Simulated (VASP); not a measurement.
# O (P4_12_12) in VASP: reference runs

How does O come out in PBE? The cell is run as given and disturbed.

All numbers are computed with VASP 6.6.1; they aren't measurements. Logs are shortened: lines on timing, memory, paths and dates and some standing lists are left out, and cuts for length are marked.

## Step 1: Starting point

Symmetry: P4_12_12, No. 92, tetragonal system. Conventional cell: a = 4.044 Å, b = 4.044 Å, c = 8.783 Å, α = 90.00°, β = 90.00°, γ = 90.00°. O (site symmetry 1) is surrounded by 1 O at 1.22 Å.

## Step 2: Single point, PBE

Contents of INCAR:

```
SYSTEM = O
PREC = Accurate
ENCUT = 520
EDIFF = 1E-7
ISMEAR = -1
SIGMA = 0.05
LREAL = .FALSE.
LASPH = .TRUE.
NELM = 100
ALGO = Normal
ISIF = 2
LWAVE = .FALSE.
LCHARG = .FALSE.
GGA = PE
NBANDS = 34
```

Contents of KPOINTS:

```
Automatic mesh
0
G
  7 7 3
  0 0 0
```

Contents of POSCAR:

```
O
1.0
    4.0441824888      0.0000000000      0.0000000000
    0.0000000000      4.0441824888      0.0000000000
    0.0000000000      0.0000000000      8.7832658222
O
8
Direct
    0.0559171900      0.1359721000      0.2193286400
    0.9440828100      0.8640279000      0.7193286400
    0.3640279000      0.5559171900      0.4693286400
    0.6359721000      0.4440828100      0.9693286400
    0.1359721000      0.0559171900      0.7806713600
    0.8640279000      0.9440828100      0.2806713600
    0.4440828100      0.6359721000      0.0306713600
    0.5559171900      0.3640279000      0.5306713600
```

Potentials or basis: VASP PAW PBE potentials, release 64 (O).

Started as:

```sh
$ cat potpaw_PBE.64/O/POTCAR > POTCAR
$ mpirun -np 1 vasp_std > vasp.out
```

OUTCAR:

```text
SYSTEM = O
   PREC = Accurate
   ENCUT = 520
   EDIFF = 1E-7
   ISMEAR = -1
   LREAL = .FALSE.
   LASPH = .TRUE.
   NELM = 100
   ISIF = 2
   GGA = PE

 ion  position               nearest neighbor table
   1  0.056  0.136  0.219-   6 1.22
   2  0.944  0.864  0.719-   5 1.22
   3  0.364  0.556  0.469-   8 1.22
   4  0.636  0.444  0.969-   7 1.22
   5  0.136  0.056  0.781-   2 1.22
   6  0.864  0.944  0.281-   1 1.22
   7  0.444  0.636  0.031-   4 1.22
   8  0.556  0.364  0.531-   3 1.22

  LATTYP: Found a simple tetragonal cell.
 ALAT       =     4.0441824888
 C/A-ratio  =     2.1718272720

  Lattice vectors:

 A1 = (   4.0441824888,   0.0000000000,   0.0000000000)
 A2 = (   0.0000000000,   4.0441824888,   0.0000000000)
 A3 = (   0.0000000000,   0.0000000000,   8.7832658222)

Analysis of symmetry for initial positions (statically):
=====================================================================
 Subroutine PRICEL returns:
 Original cell was already a primitive cell.

 Routine SETGRP: Setting up the symmetry group for a
 simple tetragonal supercell.

 Subroutine GETGRP returns: Found  8 space group operations
 (whereof  2 operations were pure point group operations)
 out of a pool of 16 trial point group operations.

The static configuration has the point symmetry C_2 .
 The point group associated with its full space group is D_4 .

Analysis of symmetry for dynamics (positions and initial velocities):
=====================================================================
 Subroutine PRICEL returns:
 Original cell was already a primitive cell.

 Routine SETGRP: Setting up the symmetry group for a
 simple tetragonal supercell.

 Subroutine GETGRP returns: Found  8 space group operations
 (whereof  2 operations were pure point group operations)
 out of a pool of 16 trial point group operations.

The dynamic configuration has the point symmetry C_2 .
 The point group associated with its full space group is D_4 .

 Subroutine INISYM returns: Found  8 space group operations
 (whereof  2 operations are pure point group operations),
 and found     1 'primitive' translations

----------------------------------------------------------------------------------------

                                     Primitive cell

  volume of cell :     143.6539

  direct lattice vectors                    reciprocal lattice vectors
     4.044182489  0.000000000  0.000000000     0.247268763  0.000000000  0.000000000
     0.000000000  4.044182489  0.000000000     0.000000000  0.247268763  0.000000000
     0.000000000  0.000000000  8.783265822     0.000000000  0.000000000  0.113852868

  length of vectors
     4.044182489  4.044182489  8.783265822     0.247268763  0.247268763  0.113852868

  position of ions in fractional coordinates (direct lattice)
     0.055917190  0.135972100  0.219328640
     0.944082810  0.864027900  0.719328640
     0.364027900  0.555917190  0.469328640
     0.635972100  0.444082810  0.969328640
     0.135972100  0.055917190  0.780671360
     0.864027900  0.944082810  0.280671360
     0.444082810  0.635972100  0.030671360
     0.555917190  0.364027900  0.530671360

  ion indices of the primitive-cell ions
   primitive index   ion index
                 1           1
                 2           2
                 3           3
                 4           4
                 5           5
                 6           6
                 7           7
                 8           8

----------------------------------------------------------------------------------------

 KPOINTS: Automatic mesh

Automatic generation of k-mesh.
 Grid dimensions read from file:
 generate k-points for:    7    7    3

 Generating k-lattice:

  Cartesian coordinates                     Fractional coordinates (reciprocal lattice)
     0.035324109  0.000000000  0.000000000     0.142857143  0.000000000  0.000000000
     0.000000000  0.035324109  0.000000000     0.000000000  0.142857143  0.000000000
     0.000000000  0.000000000  0.037950956     0.000000000  0.000000000  0.333333333

  Length of vectors
     0.035324109  0.035324109  0.037950956

  Shift w.r.t. Gamma in fractional coordinates (k-lattice)
     0.000000000  0.000000000  0.000000000

 Subroutine IBZKPT returns following result:
 ===========================================

 Found     20 irreducible k-points:

 Following reciprocal coordinates:
            Coordinates               Weight
  0.000000  0.000000  0.000000      1.000000
  0.142857  0.000000  0.000000      4.000000
  0.285714  0.000000  0.000000      4.000000
  0.428571  0.000000  0.000000      4.000000
  0.142857  0.142857  0.000000      4.000000
  0.285714  0.142857  0.000000      8.000000
[... 12 lines left out ...]
  0.428571  0.285714  0.333333     16.000000
  0.428571  0.428571  0.333333      8.000000
   k-points           NKPTS =     20   k-points in BZ     NKDIM =     20   number of bands    NBANDS=     34
   number of dos      NEDOS =    301   number of ions     NIONS =      8
   total plane-waves  NPLWV =  63000
   dimension x,y,z NGX =    30 NGY =   30 NGZ =   70
   dimension x,y,z NGXF=    60 NGYF=   60 NGZF=  140
   ions per type =               8
   NGX,Y,Z   is equivalent  to a cutoff of  12.33, 12.33, 13.25 a.u.
   NGXF,Y,Z  is equivalent  to a cutoff of  24.66, 24.66, 26.50 a.u.
 SYSTEM =  O
   PREC   = accura    normal or accurate (medium, high low for compatibility)
   ISTART =      0    job   : 0-new  1-cont  2-samecut
   ICHARG =      2    charge: 1-file 2-atom 10-const
   ISPIN  =      1    spin polarized calculation?
   LNONCOLLINEAR =      F non collinear calculations
   LSORBIT =      F    spin-orbit coupling
   LASPH  =      T    aspherical Exc in radial PAW
   ENCUT  =  520.0 eV  38.22 Ry    6.18 a.u.   7.52  7.52 16.33*2*pi/ulx,y,z
   NELM   =    100;   NELMIN=  2; NELMDL= -5     # of ELM steps
   EDIFF  = 0.1E-06   stopping-criterion for ELM
   LREAL  =      F    real-space projection
   EDIFFG = 0.1E-05   stopping-criterion for IOM
   NSW    =      0    number of steps for IOM
   IBRION =     -1    ionic relax: 0-MD 1-quasi-New 2-CG
   NFREE  =      0    steps in history (QN), initial steepest desc. (CG)
   ISIF   =      2    stress and relaxation
   ISYM   =      2    0-nonsym 1-usesym 2-fastsym
   POTIM  = 0.5000    time-step for ionic-motion
   TEBEG  =    0.0;   TEEND  =   0.0 temperature during run
   PSTRESS=    0.0 pullay stress
   NELECT =      48.0000    total number of electrons
   NUPDOWN=      -1.0000    fix difference up-down
   EMIN   =  10.00;   EMAX   =-10.00  energy-range for DOS
   EFERMI =   0.00;   METHOD = LEGACY
   ISMEAR =    -1;   SIGMA  =   0.05  broadening in eV -4-tet -1-fermi 0-gaus
   EFERMI_NEDOS =   21; number of points for ismear=-14 and -15
   IALGO  =     38    algorithm
   IMIX   =      4    mixing-type and parameters
     AMIX     =   0.40;   BMIX     =  1.00
     AMIX_MAG =   1.60;   BMIX_MAG =  1.00
  volume/ion in A,a.u.               =      17.96       121.18
  Fermi-wavevector in a.u.,A,eV,Ry     =   1.136012  2.146751 17.558620  1.290522
  Thomas-Fermi vector in A             =   2.272716
   LORBIT       =      0    0 simple, 1 ext, 2 COOP (PROOUT), +10 PAW based schemes
   GGA     = PE    functional components
   LHFCALC =     F    Hartree Fock is set to
   AEXX    =    0.0000 exact exchange contribution
   IVDW    =     0    specifies the selected vdW correction
   LEPSILON=     F    determine dielectric tensor
   LRPA    =     F    only Hartree local field effects (RPA)
 non-spin polarized calculation
  energy-cutoff  :      520.00
  volume of cell :      143.65
 maximum number of plane-waves:      3897
 NGX is ok and might be reduce to    30
   NGX = 15   NGY = 15   NGZ = 33

 number of electron      47.9999997 magnetization

 Free energy of the ion-electron system (eV)
  ---------------------------------------------------
  ext. energy  EPLUGINS =         0.00000000
  ---------------------------------------------------
  free energy    TOTEN  =       -36.38909805 eV

  energy without entropy =      -36.19449257  energy(sigma->0) =      -36.29179531

 E-fermi :  -1.9910     XC(G=0):  -7.2549

 val. band max:       -1.9919658094   @ k =   0.1429   0.0000   0.3333
 cond. band min:      -1.9893970241   @ k =   0.0000   0.0000   0.3333
 fundamental gap:      0.0025687852
 Fermi energy:        -1.9909635157

 k-point     1 :       0.0000    0.0000    0.0000
  band No.  band energies     occupation
      1     -28.4390      2.00000
      2     -28.3753      2.00000
      3     -28.3753      2.00000
      4     -28.3155      2.00000
      5     -15.8557      2.00000
      6     -15.8557      2.00000
[... 26 lines left out ...]
     33       7.6640      0.00000
     34       8.1536      0.00000

 k-point     2 :       0.1429    0.0000    0.0000
  band No.  band energies     occupation
      1     -28.4315      2.00000
      2     -28.3737      2.00000
      3     -28.3732      2.00000
      4     -28.3197      2.00000
      5     -15.9164      2.00000
      6     -15.9070      2.00000
[... 26 lines left out ...]
     33       7.5604      0.00000
     34       7.9721      0.00000

 k-point     3 :       0.2857    0.0000    0.0000
  band No.  band energies     occupation
      1     -28.4114      2.00000
      2     -28.3706      2.00000
      3     -28.3685      2.00000
      4     -28.3320      2.00000
      5     -15.9818      2.00000
      6     -15.9758      2.00000
[... 26 lines left out ...]
     33       7.7134      0.00000
     34       7.8453      0.00000

 k-point     4 :       0.4286    0.0000    0.0000
  band No.  band energies     occupation
      1     -28.3859      2.00000
      2     -28.3706      2.00000
      3     -28.3629      2.00000
      4     -28.3506      2.00000
      5     -16.0228      2.00000
      6     -16.0208      2.00000
[... 26 lines left out ...]
     33       7.8890      0.00000
     34       8.2080      0.00000

 k-point     5 :       0.1429    0.1429    0.0000
  band No.  band energies     occupation
      1     -28.4246      2.00000
      2     -28.3718      2.00000
      3     -28.3717      2.00000
      4     -28.3234      2.00000
      5     -15.9657      2.00000
      6     -15.8784      2.00000
[... 473 lines left out ...]
 k-point    18 :       0.2857    0.2857    0.3333
  band No.  band energies     occupation
      1     -28.3877      2.00000
      2     -28.3773      2.00000
      3     -28.3519      2.00000
      4     -28.3436      2.00000
      5     -16.0182      2.00000
      6     -15.9743      2.00000
[... 26 lines left out ...]
     33       7.6802      0.00000
     34       7.7292      0.00000

 k-point    19 :       0.4286    0.2857    0.3333
  band No.  band energies     occupation
      1     -28.3721      2.00000
      2     -28.3675      2.00000
      3     -28.3557      2.00000
      4     -28.3525      2.00000
      5     -16.0198      2.00000
      6     -15.9992      2.00000
[... 26 lines left out ...]
     33       7.9406      0.00000
     34       8.1476      0.00000

 k-point    20 :       0.4286    0.4286    0.3333
  band No.  band energies     occupation
      1     -28.3634      2.00000
      2     -28.3611      2.00000
      3     -28.3563      2.00000
      4     -28.3550      2.00000
      5     -15.9967      2.00000
      6     -15.9777      2.00000
[... 26 lines left out ...]
     33       7.5371      0.00000
     34       7.7776      0.00000

------------------------ aborting loop because EDIFF is reached ----------------------------------------

  FORCE on cell =-STRESS in cart. coord.  units (eV):
  Direction    XX          YY          ZZ          XY          YZ          ZX
  --------------------------------------------------------------------------------------
  -------------------------------------------------------------------------------------
  Total        0.0933657      0.0933657     -1.2871469      0.0000000      0.0000000      0.0000000
  in kB        1.0413106      1.0413106    -14.3555949      0.0000000      0.0000000      0.0000000
  external PRESSURE =      -4.0909912 kB  Pullay stress =       0.0000000 kB

 VOLUME and BASIS-vectors are now :
 -----------------------------------------------------------------------------
  energy-cutoff  :      520.00
  volume of cell :      143.65
      direct lattice vectors                 reciprocal lattice vectors
     4.044182489  0.000000000  0.000000000     0.247268763  0.000000000  0.000000000
     0.000000000  4.044182489  0.000000000     0.000000000  0.247268763  0.000000000
     0.000000000  0.000000000  8.783265822     0.000000000  0.000000000  0.113852868

 POSITION                                       TOTAL-FORCE (eV/Angst)
 -----------------------------------------------------------------------------------
      0.22614      0.54990      1.92642         0.482234      0.586469     -0.290662
      3.81804      3.49429      6.31805        -0.482234     -0.586469     -0.290662
      1.47220      2.24823      4.12224        -0.586469      0.482234     -0.290662
      2.57199      1.79595      8.51387         0.586469     -0.482234     -0.290662
      0.54990      0.22614      6.85684         0.586469      0.482234      0.290662
      3.49429      3.81804      2.46521        -0.586469     -0.482234      0.290662
      1.79595      2.57199      0.26939        -0.482234      0.586469      0.290662
      2.24823      1.47220      4.66103         0.482234     -0.586469      0.290662
 -----------------------------------------------------------------------------------
    total drift:                               -0.000000      0.000000      0.000000

  FREE ENERGIE OF THE ION-ELECTRON SYSTEM (eV)
  ---------------------------------------------------
  free  energy   TOTEN  =       -36.3890980550 eV

  energy  without entropy=      -36.1944925667  energy(sigma->0) =      -36.29179531
```

Run time: 36 s. Hardware: 1 thread of Intel Xeon 6975P-C (Granite Rapids), shared host; peak memory 0.25 GiB.

Results:

- Free energy: -36.3891 eV
- Pressure: -0.4 GPa
- Largest force: 0.813 eV/Å
- Band gap on the k mesh: none (metal or under the smearing width)

Forces in eV/Å, atoms in the order of the input:
```
O    0.482  0.586 -0.291
O   -0.482 -0.586 -0.291
O   -0.586  0.482 -0.291
O    0.586 -0.482 -0.291
O    0.586  0.482  0.291
O   -0.586 -0.482  0.291
O   -0.482  0.586  0.291
O    0.482 -0.586  0.291
```

Stress tensor (GPa, compression positive):
```
 0.10  0.00  0.00
 0.00  0.10  0.00
 0.00  0.00 -1.44
```

Caveat: the standard files for N, O and F lose accuracy on very short bonds; spin is off for a triplet molecule.

## Step 3: Single point, PBE (atoms moved at random, drawn with an rms of 0.05 Å)

Contents of INCAR:

```
ALGO = Normal
EDIFF = 1E-7
ENCUT = 520
GGA = PE
ISIF = 2
ISMEAR = -1
LASPH = True
LCHARG = False
LREAL = False
LWAVE = False
NBANDS = 34
NELM = 60
PREC = Accurate
SIGMA = 0.05
```

Contents of KPOINTS:

```
k-points
0
Gamma
  7 7 3
```

Contents of POSCAR:

```
O
1.0
    4.0441824888      0.0000000000      0.0000000000
    0.0000000000      4.0441824888      0.0000000000
    0.0000000000      0.0000000000      8.7832658222
O
8
Direct
    0.0494450000      0.1477870000      0.2156050000
    0.9341790000      0.8598510000      0.7209880000
    0.3628290000      0.5504210000      0.4689160000
    0.6423140000      0.4515280000      0.9720680000
    0.1321520000      0.0579200000      0.7822720000
    0.8615610000      0.9485850000      0.2852310000
    0.4486460000      0.6408250000      0.0242590000
    0.5426430000      0.3617660000      0.5289230000
```

Potentials or basis: VASP PAW PBE potentials, release 64 (O).

Started as:

```sh
$ cat potpaw_PBE.64/O/POTCAR > POTCAR
$ mpirun -np 1 vasp_std > vasp.out
```

Wall time 5.8 min (1 thread of Intel Xeon 6975P-C (Granite Rapids), shared host); peak memory 0.38 GiB.

It converged, with:

```
Free energy            : -36.2068 eV
Pressure               : 0.3 GPa
Largest force          : 4.211 eV/Å
Band gap on the k mesh : none (metal or under the smearing width)
```

Forces in eV/Å, atoms in the order of the input:
```
O   -0.940 -0.835  0.766
O    0.596  0.499  0.462
O   -2.650  2.696 -1.830
O    2.308 -2.155 -1.233
O   -0.470 -0.617 -0.461
O    0.811  0.981 -0.741
O   -2.227  2.242  1.242
O    2.571 -2.811  1.795
```

Stress tensor (GPa, compression positive):
```
 1.16 -5.34  0.60
-5.34  1.06 -0.12
 0.60 -0.12 -1.31
```

Levels at points of the mesh, in eV from the Fermi level:
| k point | band 21 | band 22 | band 23 | band 24 | band 25 | band 26 | band 27 | band 28 |
| --- | --- | --- | --- | --- | --- | --- | --- | --- |
| (0.00, 0.00, 0.00) | -0.52 | -0.49 | -0.34 | -0.31 | 0.03 | 0.12 | 0.16 | 0.38 |

Caveat: the standard files for N, O and F lose accuracy on very short bonds; spin is off for a triplet molecule.
